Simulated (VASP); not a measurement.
# Interstitial C in a supercell of Zn (Zinc)

Wanted: what interstitial C costs in Zn (Zinc) and how the lattice relaxes round it. The start is a cell from a database of measured crystal structures.

Main program and level: VASP 6.6.1; PBEsol; plane waves and PAW (Zn), in the first sound run; inputs show where later runs differ.

The database entry behind the starting cell differs from later determinations by our own check (about 0.3 % long), so it need not match the best structure at ambient conditions.

## Step 1: The host crystal

Symmetry: P6_3/mmc, No. 194, hexagonal system. The conventional cell has a = 2.670 Å, b = 2.670 Å, c = 4.966 Å, α = 90.00°, β = 90.00°, γ = 120.00°. Nearest to Zn lie 12 Zn at 2.67 to 2.92 Å.

Coordinates:

```
Zn
1.0
     2.67000    0.00000    0.00000
    -1.33500    2.31229    0.00000
     0.00000    0.00000    4.96600
Zn
2
Direct
  0.66667 0.33333 0.75000
  0.33333 0.66667 0.25000
```

## Step 2: Relaxing the host crystal

Cell and atoms are relaxed first, so that later runs start from this functional's own cell.

Contents of INCAR:

```
SYSTEM = Zn
PREC = Accurate
ENCUT = 400
EDIFF = 1E-06
NELM = 120
ISMEAR = 0
SIGMA = 0.05
LREAL = .FALSE.
ALGO = Normal
GGA = PS
NBANDS = 18
LORBIT = 11
LWAVE = .FALSE.
LCHARG = .FALSE.
KPAR = 4
IBRION = 2
NSW = 40
ISIF = 3
EDIFFG = -0.02
POTIM = 0.4
```

Contents of POSCAR:

```
Zn
1.0
    2.6700000000      0.0000000000      0.0000000000
   -1.3350000000      2.3122878281      0.0000000000
    0.0000000000      0.0000000000      4.9660000000
Zn
2
Direct
    0.6666666667      0.3333333333      0.7500000000
    0.3333333333      0.6666666667      0.2500000000
```

Contents of KPOINTS:

```
Automatic mesh
0
Gamma
8 8 4
0 0 0
```

The projector-augmented-wave data sets are Zn (PBE family, release 64).

On the command line:

```sh
> mpirun -np 4 vasp_std
```

Log:

```text
[banner, memory and clock lines left out]
running    4 mpi-ranks, on    1 nodes
 distrk:  each k-point on    1 cores,    4 groups
 distr:  one band on    1 cores,    1 groups

 POSCAR found type information on POSCAR Zn
 POSCAR found :  1 types and       2 ions
|                                                                             |
|               ----> ADVICE to this user running VASP <----                  |
|                                                                             |
|     You enforced a specific xc type in the INCAR file but a different       |
|     [... a line on the potential file left out ...]
|     I HOPE YOU KNOW WHAT YOU ARE DOING!                                     |
|                                                                             |

 LDA part: xc-table for (Slater+PW92), standard interpolation
 POSCAR, INCAR and KPOINTS ok, starting setup
 FFT: planning ... GRIDC
 FFT: planning ... GRID_SOFT
 FFT: planning ... GRID
 WAVECAR not read
 entering main loop
       N       E                     dE             d eps       ncg     rms          rms(c)
DAV:   1     0.966377312905E+02    0.96638E+02   -0.10705E+04  1112   0.175E+03
DAV:   2     0.472078593068E+00   -0.96166E+02   -0.93553E+02  1084   0.268E+02
DAV:   3    -0.336746579492E+01   -0.38395E+01   -0.38279E+01  1236   0.609E+01
DAV:   4    -0.338880737721E+01   -0.21342E-01   -0.21337E-01  1220   0.458E+00
DAV:   5    -0.338883564680E+01   -0.28270E-04   -0.28270E-04  1172   0.148E-01    0.406E+00
DAV:   6    -0.312168956818E+01    0.26715E+00   -0.11789E+00  1164   0.230E+01    0.299E+00
DAV:   7    -0.310854457215E+01    0.13145E-01   -0.39768E-02  1352   0.349E+00    0.157E+00
DAV:   8    -0.310177170794E+01    0.67729E-02   -0.22849E-03  1476   0.702E-01    0.524E-02
DAV:   9    -0.310173895615E+01    0.32752E-04   -0.27626E-04  1402   0.225E-01    0.361E-02
DAV:  10    -0.310174323019E+01   -0.42740E-05   -0.23102E-05  1150   0.448E-02    0.267E-03
DAV:  11    -0.310174304514E+01    0.18504E-06   -0.39900E-07   644   0.110E-02
   1 F= -.31017430E+01 E0= -.31015283E+01  d E =-.310174E+01
 curvature:   0.00 expect dE= 0.000E+00 dE for cont linesearch  0.000E+00
 trial: gam= 0.00000 g(F)=  0.280E-47 g(S)=  0.736E-01 ort = 0.000E+00 (trialstep = 0.100E+01)
 search vector abs. value=  0.736E-01
 bond charge predicted
       N       E                     dE             d eps       ncg     rms          rms(c)
DAV:   1    -0.478998330440E+01   -0.16882E+01   -0.14740E+01  1152   0.691E+01    0.937E+00
DAV:   2    -0.335421351061E+01    0.14358E+01   -0.62058E+00  1150   0.573E+01    0.277E+00
DAV:   3    -0.320733150295E+01    0.14688E+00   -0.30494E-01  1156   0.102E+01    0.156E+00
DAV:   4    -0.315061190504E+01    0.56720E-01   -0.14645E-02  1274   0.179E+00    0.290E-01
DAV:   5    -0.314945584700E+01    0.11561E-02   -0.25652E-03  1516   0.927E-01    0.472E-02
DAV:   6    -0.314950449749E+01   -0.48650E-04   -0.26426E-04  1108   0.129E-01    0.137E-02
DAV:   7    -0.314950459570E+01   -0.98209E-07   -0.17867E-05  1236   0.730E-02    0.612E-03
DAV:   8    -0.314950385734E+01    0.73837E-06   -0.34592E-07   594   0.136E-02
   2 F= -.31495039E+01 E0= -.31487405E+01  d E =-.477608E-01
[... from here on, the cycles between the ionic steps are left out ...]
   3 F= -.31527816E+01 E0= -.31521323E+01  d E =-.510386E-01
   4 F= -.31690398E+01 E0= -.31681320E+01  d E =-.162582E-01
   5 F= -.31618250E+01 E0= -.31616133E+01  d E =-.904343E-02
   6 F= -.31885521E+01 E0= -.31883119E+01  d E =-.357705E-01
   7 F= -.31898591E+01 E0= -.31896521E+01  d E =-.370775E-01
   8 F= -.31926716E+01 E0= -.31924646E+01  d E =-.398900E-01
   9 F= -.32027185E+01 E0= -.32025115E+01  d E =-.100469E-01
  10 F= -.32042964E+01 E0= -.32040894E+01  d E =-.116248E-01
 curvature:  -0.58 expect dE=-0.217E-02 dE for cont linesearch -0.424E-05
 trial: gam=-0.07055 g(F)=  0.119E-48 g(S)=  0.374E-02 ort = 0.544E-03 (trialstep = 0.107E+01)
 search vector abs. value=  0.387E-02
 bond charge predicted
       N       E                     dE             d eps       ncg     rms          rms(c)
DAV:   1    -0.325347480044E+01   -0.49178E-01   -0.56565E-01  1170   0.126E+01    0.153E+00
DAV:   2    -0.321418426630E+01    0.39291E-01   -0.12658E-01  1178   0.749E+00    0.595E-01
DAV:   3    -0.320842126445E+01    0.57630E-02   -0.27809E-03  1232   0.849E-01    0.316E-01
DAV:   4    -0.320624119289E+01    0.21801E-02   -0.12849E-03  1574   0.638E-01    0.274E-02
DAV:   5    -0.320626161374E+01   -0.20421E-04   -0.21560E-04  1138   0.165E-01    0.794E-03
DAV:   6    -0.320626154924E+01    0.64503E-07   -0.77601E-06  1100   0.445E-02
  11 F= -.32062615E+01 E0= -.32060545E+01  d E =-.196513E-02
 trial-energy change:   -0.001965  1 .order   -0.002047   -0.003973   -0.000121
 step:   1.1107(harm=  1.1056)  dis= 0.00000  next Energy=    -3.206264 (dE=-0.197E-02)
 reached required accuracy - stopping structural energy minimisation
```

Run time: 11 s. Hardware: 4 MPI ranks of Intel Xeon 6975P-C (Granite Rapids), shared host; peak memory 0.59 GiB; 40 s of CPU time.

The logs omit lines about the potential files and the build; timing stands in the text.

From OUTCAR (step 2):

```text
ion  position               nearest neighbor table
   1  0.667  0.333  0.750-   2 2.92   2 2.92   2 2.92   2 2.92   2 2.92   2 2.92
   2  0.333  0.667  0.250-   1 2.92   1 2.92   1 2.92   1 2.92   1 2.92   1 2.92

  LATTYP: Found a hexagonal cell.
 ALAT       =     2.6700000000
 C/A-ratio  =     1.8599250936

 Subroutine GETGRP returns: Found 24 space group operations
 (whereof 12 operations were pure point group operations)

The static configuration has the point symmetry D_3d.
 The point group associated with its full space group is D_6h.

 Found     30 irreducible k-points:

   k-points           NKPTS =     30   k-points in BZ     NKDIM =     30   number of bands    NBANDS=     18

   dimension x,y,z NGX =    18 NGY =   18 NGZ =   32
   dimension x,y,z NGXF=    36 NGYF=   36 NGZF=   64

   ENCUT  =  400.0 eV  29.40 Ry    5.42 a.u.   4.35  4.35  8.10*2*pi/ulx,y,z

   NELECT =      24.0000    total number of electrons

 k-points in reciprocal lattice and weights: Automatic mesh
   0.00000000  0.00000000  0.00000000       0.004
   0.12500000  0.00000000  0.00000000       0.023
   0.25000000  0.00000000  0.00000000       0.023
   0.37500000 -0.00000000  0.00000000       0.023
   0.50000000  0.00000000  0.00000000       0.012
   0.12500000  0.12500000  0.00000000       0.023
   0.25000000  0.12500000  0.00000000       0.047
   0.37500000  0.12500000  0.00000000       0.047
   0.25000000  0.25000000  0.00000000       0.023
[...]
0.25000000  0.25000000  0.50000000       0.023
   0.37500000  0.25000000  0.50000000       0.023

 average (electrostatic) potential at core
       1 -36.2671       2 -36.2671

 E-fermi :   3.5827

 k-point     1 :       0.0000    0.0000    0.0000
  band No.  band energies     occupation
    ...
      9      -3.9785      2.00000
     10      -3.5828      2.00000
     11      -3.5828      2.00000
     12       0.1058      2.00000
     13       2.0139      2.00000
     14      19.8692      0.00000
     15      19.8692      0.00000
     16      21.7828      0.00000
     17      21.7828      0.00000
     18      21.8437      0.00000

 k-point     2 :       0.1250    0.0000    0.0000
  band No.  band energies     occupation
    ...
      9      -4.0302      2.00000
     10      -3.8068      2.00000
     11      -3.5663      2.00000
     12       0.8358      2.00000
     13       2.2657      2.00000
     14      15.0569      0.00000
     15      17.3950      0.00000
     16      19.6973      0.00000
     17      22.1524      0.00000
     18      22.2405      0.00000

 k-point     3 :       0.2500    0.0000    0.0000
  band No.  band energies     occupation
    ...
      9      -3.8848      2.00000
     10      -3.8270      2.00000
     11      -3.5416      2.00000
     12       2.6328      2.00000
     13       3.1360      2.00000
     14       9.5226      0.00000
     15      14.8839      0.00000
     16      16.9247      0.00000
     17      17.1745      0.00000
     18      18.3024      0.00000

  Total        0.0075434      0.0075434      0.0122256      0.0000000      0.0000000      0.0000000
  in kB        0.4335402      0.4335402      0.7026361      0.0000000      0.0000000      0.0000000
  external PRESSURE =       0.5232388 kB  Pullay stress =       0.0000000 kB

  energy-cutoff  :      400.00
  volume of cell :       27.88
      direct lattice vectors                 reciprocal lattice vectors
     2.683182021 -0.000000000 -0.000000000     0.372691823  0.215173725  0.000000000
    -1.341591011  2.323703794 -0.000000000     0.000000000  0.430347449  0.000000000
     0.000000000 -0.000000000  4.471149946     0.000000000  0.000000000  0.223656109

 POSITION                                       TOTAL-FORCE (eV/Angst)
 -----------------------------------------------------------------------------------
      1.34159      0.77457      3.35336         0.000000     -0.000000     -0.000000
     -0.00000      1.54914      1.11779        -0.000000      0.000000      0.000000
 -----------------------------------------------------------------------------------
    total drift:                               -0.000000      0.000000      0.000000

  FREE ENERGIE OF THE ION-ELECTRON SYSTEM (eV)
  ---------------------------------------------------
  free  energy   TOTEN  =        -3.2062615492 eV

  energy  without entropy=       -3.2058474759  energy(sigma->0) =       -3.20605451

 reached required accuracy - stopping structural energy minimisation

 total charge
# of ion       s       p       d       tot
------------------------------------------
    1        0.596   0.501   9.726  10.824
    2        0.596   0.501   9.726  10.824
--------------------------------------------------
tot          1.192   1.003  19.453  21.648

[... 3 further parts left out ...]
```

The k-mesh is coarse for a metal. The PAW data sets were made with PBE, which is usual practice but a small mismatch for other functionals. After so large a change of volume the plane waves of the start cell no longer fit, so the final stress carries a basis-set error. The run keeps the 24 symmetry operations of its start, so it cannot find a distortion of lower symmetry.

The steps of the relaxation:

| step | energy less that of the first step (eV) | largest force (eV/Å) | pressure (GPa) | volume (Å³) |
| --- | --- | --- | --- | --- |
| 1 | 0.0000 | 0.0000 | -5.78 | 30.66 |
| 2 | -0.0478 | 0.0000 | -1.16 | 28.74 |
| 3 | -0.0510 | 0.0000 | 0.94 | 28.09 |
| 4 | -0.0673 | 0.0000 | 1.46 | 27.66 |
| 5 | -0.0601 | 0.0000 | 7.06 | 26.30 |
| 6 | -0.0868 | 0.0000 | 3.07 | 27.15 |
| 7 | -0.0881 | 0.0000 | 4.77 | 26.73 |
| 8 | -0.0909 | 0.0000 | 3.98 | 26.92 |
| 9 | -0.1010 | 0.0000 | 0.20 | 27.85 |
| 10 | -0.1026 | 0.0000 | 1.19 | 27.59 |
| 11 | -0.1045 | 0.0000 | 0.05 | 27.88 |

| conventional cell, symmetrised | before | after | change |
| --- | --- | --- | --- |
| a (Å) | 2.670 | 2.683 | +0.5 % |
| b (Å) | 2.670 | 2.683 | +0.5 % |
| c (Å) | 4.966 | 4.471 | -10.0 % |
| volume (Å³/atom) | 15.33 | 13.94 | -9.1 % |

Final coordinates:

```
Zn
1.0
     2.68318    0.00000    0.00000
    -1.34159    2.32370    0.00000
     0.00000    0.00000    4.47115
Zn
2
Direct
  0.66667 0.33333 0.75000
  0.33333 0.66667 0.25000
```

Numbers from this step:

```
electronic cycles                               : 82
electrons                                       : 24
free energy (TOTEN)                             : -3.206 eV
energy at zero smearing                         : -3.206 eV
Fermi energy                                    : 3.583 eV
labelled metallic, from the levels on this mesh : yes
```

The run ended after 11 ionic steps, 0.105 eV below its first step, once forces and stress met EDIFFG = -0.02.

An edge changed by 10 % against the database cell. In a metal the coarse mesh may share the blame.

## Step 3: Relax the host again, on a new basis

The volume changed by more than 5 %, so the plane waves of the start no longer fit; a second relaxation removes that error.

INCAR: that of step 2 with these lines changed.

```diff
@@ -16,3 +16,3 @@
 IBRION = 2
-NSW = 40
+NSW = 30
 ISIF = 3
```

Contents of POSCAR:

```
Zn
1.0
    2.6831820214      0.0000000000      0.0000000000
   -1.3415910107      2.3237037935      0.0000000000
    0.0000000000      0.0000000000      4.4711499457
Zn
2
Direct
    0.6666666667      0.3333333333      0.7500000000
    0.3333333333      0.6666666667      0.2500000000
```

KPOINTS is that of step 2.

On the command line:

```sh
> mpirun -np 4 vasp_std
```

Log:

```text
[banner, memory and clock lines left out]
running    4 mpi-ranks, on    1 nodes
 distrk:  each k-point on    1 cores,    4 groups
 distr:  one band on    1 cores,    1 groups

 POSCAR found type information on POSCAR Zn
 POSCAR found :  1 types and       2 ions
 [... a notice as in an earlier step ...]

 LDA part: xc-table for (Slater+PW92), standard interpolation
 POSCAR, INCAR and KPOINTS ok, starting setup
 FFT: planning ... GRIDC
 FFT: planning ... GRID_SOFT
 FFT: planning ... GRID
 WAVECAR not read
 entering main loop
       N       E                     dE             d eps       ncg     rms          rms(c)
DAV:   1     0.925448049478E+02    0.92545E+02   -0.10668E+04  1144   0.184E+03
DAV:   2    -0.181999495337E+00   -0.92727E+02   -0.90084E+02  1082   0.266E+02
DAV:   3    -0.352133264039E+01   -0.33393E+01   -0.33280E+01  1280   0.591E+01
DAV:   4    -0.353626667935E+01   -0.14934E-01   -0.14930E-01  1204   0.390E+00
DAV:   5    -0.353628491143E+01   -0.18232E-04   -0.18232E-04  1196   0.121E-01    0.495E+00
DAV:   6    -0.322269768827E+01    0.31359E+00   -0.12883E+00  1170   0.252E+01    0.353E+00
DAV:   7    -0.320666691789E+01    0.16031E-01   -0.45388E-02  1354   0.379E+00    0.183E+00
DAV:   8    -0.319885429293E+01    0.78126E-02   -0.18612E-03  1506   0.643E-01    0.524E-02
DAV:   9    -0.319880539433E+01    0.48899E-04   -0.19075E-04  1534   0.200E-01    0.317E-02
DAV:  10    -0.319880948425E+01   -0.40899E-05   -0.21223E-05  1136   0.420E-02    0.338E-03
DAV:  11    -0.319880933477E+01    0.14947E-06   -0.35065E-07   644   0.956E-03
   1 F= -.31988093E+01 E0= -.31986023E+01  d E =-.319881E+01
 curvature:   0.00 expect dE= 0.000E+00 dE for cont linesearch  0.000E+00
 trial: gam= 0.00000 g(F)=  0.954E-48 g(S)=  0.783E-04 ort = 0.000E+00 (trialstep = 0.100E+01)
 search vector abs. value=  0.783E-04
 bond charge predicted
       N       E                     dE             d eps       ncg     rms          rms(c)
DAV:   1    -0.319967722713E+01   -0.86774E-03   -0.97882E-03  1168   0.162E+00    0.201E-01
DAV:   2    -0.319900415003E+01    0.67308E-03   -0.22318E-03  1184   0.100E+00    0.784E-02
DAV:   3    -0.319890352321E+01    0.10063E-03   -0.56224E-05  1274   0.129E-01    0.420E-02
DAV:   4    -0.319886482021E+01    0.38703E-04   -0.22867E-05  1566   0.884E-02    0.371E-03
DAV:   5    -0.319886493511E+01   -0.11490E-06   -0.37509E-06  1034   0.207E-02
   2 F= -.31988649E+01 E0= -.31986579E+01  d E =-.556003E-04
 trial-energy change:   -0.000056  1 .order   -0.000041   -0.000078   -0.000004
 step:   1.0259(harm=  1.0567)  dis= 0.00000  next Energy=    -3.198865 (dE=-0.557E-04)
 reached required accuracy - stopping structural energy minimisation
```

It took 2.6 s on 4 MPI ranks; peak memory 0.51 GiB; 7.7 s of CPU time.

From OUTCAR (step 3):

```text
  LATTYP: Found a hexagonal cell.
 ALAT       =     2.6831820214
 C/A-ratio  =     1.6663610258

 Found     30 irreducible k-points:

   dimension x,y,z NGX =    18 NGY =   18 NGZ =   30
   dimension x,y,z NGXF=    36 NGYF=   36 NGZF=   60

   ENCUT  =  400.0 eV  29.40 Ry    5.42 a.u.   4.38  4.38  7.29*2*pi/ulx,y,z

   NELECT =      24.0000    total number of electrons

 E-fermi :   3.5929

 k-point     1 :       0.0000    0.0000    0.0000
  band No.  band energies     occupation
    ...
      9      -3.9715      2.00000
     10      -3.5726      2.00000
     11      -3.5726      2.00000
     12       0.1172      2.00000
     13       2.0425      2.00000
     14      19.8714      0.00000
     15      19.8715      0.00000
     16      21.7885      0.00000
     17      21.7885      0.00000
     18      21.8492      0.00000

 k-point     2 :       0.1250    0.0000    0.0000
  band No.  band energies     occupation
    ...
      9      -4.0234      2.00000
     10      -3.7969      2.00000
     11      -3.5559      2.00000
     12       0.8480      2.00000
     13       2.2943      2.00000
     14      15.0600      0.00000
     15      17.3972      0.00000
     16      19.7026      0.00000
     17      22.1976      0.00000
     18      22.2675      0.00000

  Total        0.0127392      0.0127392     -0.0045709      0.0000000      0.0000000      0.0000000
  in kB        0.7331355      0.7331355     -0.2630555      0.0000000      0.0000000      0.0000000
  external PRESSURE =       0.4010719 kB  Pullay stress =       0.0000000 kB

  energy-cutoff  :      400.00
  volume of cell :       27.84
      direct lattice vectors                 reciprocal lattice vectors
     2.683033927  0.000000000  0.000000000     0.372712395  0.215185601 -0.000000000
    -1.341516964  2.323575540  0.000000000     0.000000000  0.430371203 -0.000000000
     0.000000000  0.000000000  4.465664408     0.000000000 -0.000000000  0.223930844

 POSITION                                       TOTAL-FORCE (eV/Angst)
 -----------------------------------------------------------------------------------
      1.34152      0.77453      3.34925         0.000000     -0.000000      0.000000
     -0.00000      1.54905      1.11642        -0.000000      0.000000     -0.000000
 -----------------------------------------------------------------------------------
    total drift:                               -0.000000      0.000000      0.000000

  FREE ENERGIE OF THE ION-ELECTRON SYSTEM (eV)
  ---------------------------------------------------
  free  energy   TOTEN  =        -3.1988649351 eV

  energy  without entropy=       -3.1984508618  energy(sigma->0) =       -3.19865790

 total charge
# of ion       s       p       d       tot
------------------------------------------
    1        0.596   0.503   9.726  10.825
    2        0.596   0.503   9.726  10.825
--------------------------------------------------
tot          1.193   1.005  19.452  21.650

[... 4 parts as in an earlier step ...]

[... 7 further parts left out ...]
```

CONTCAR:

```
Zn
   1.00000000000000
     2.6830339271843275    0.0000000000000000    0.0000000000000000
    -1.3415169635921638    2.3235755401470759    0.0000000000000000
     0.0000000000000000    0.0000000000000000    4.4656644083604382
  Zn
     2
Direct
     0.6666666667000030    0.3333333332999970    0.7500000000000000
     0.3333333332999970    0.6666666667000030    0.2500000000000000
```

Relaxation path:

| step | energy less that of the first step (eV) | largest force (eV/Å) | pressure (GPa) | volume (Å³) |
| --- | --- | --- | --- | --- |
| 1 | 0.0000 | 0.0000 | -0.13 | 27.88 |
| 2 | -0.0001 | 0.0000 | 0.04 | 27.84 |

| conventional cell, symmetrised | before | after | change |
| --- | --- | --- | --- |
| a (Å) | 2.683 | 2.683 | -0.0 % |
| b (Å) | 2.683 | 2.683 | -0.0 % |
| c (Å) | 4.471 | 4.466 | -0.1 % |
| volume (Å³/atom) | 13.94 | 13.92 | -0.1 % |

Final coordinates:

```xyz
2
Lattice="2.6830 0.0000 0.0000 -1.3415 2.3236 0.0000 0.0000 0.0000 4.4657" Properties=species:S:1:pos:R:3 pbc="T T T"
Zn    1.3415    0.7745    3.3492
Zn    0.0000    1.5491    1.1164
```

Numbers from this step:

* electronic cycles: 16
* free energy (TOTEN): -3.199 eV
* energy at zero smearing: -3.199 eV
* Fermi energy: 3.593 eV

The run ended after 2 ionic steps, 0.000 eV below its first step, once forces and stress met EDIFFG = -0.02.

(Continued in part 2 of 3.)

[Lines on the potential files, build, host, timing and source positions are cut from VASP's logs without a mark.]

[Logs are printed without paths, hosts, clocks, repeated set-up lines and the standing remarks that a program may print on its own settings, such as how far it seeks lower states.]

[Hosts, paths, dates, database ids (printed as entryN), source tags and the programs' standing remarks are cut or masked in the printed files.]

[In band tables of VASP the shares of atoms and orbitals are scaled to a sum of 1 inside the atoms' spheres.]

[Runs that stopped without an error message from VASP are left out.]
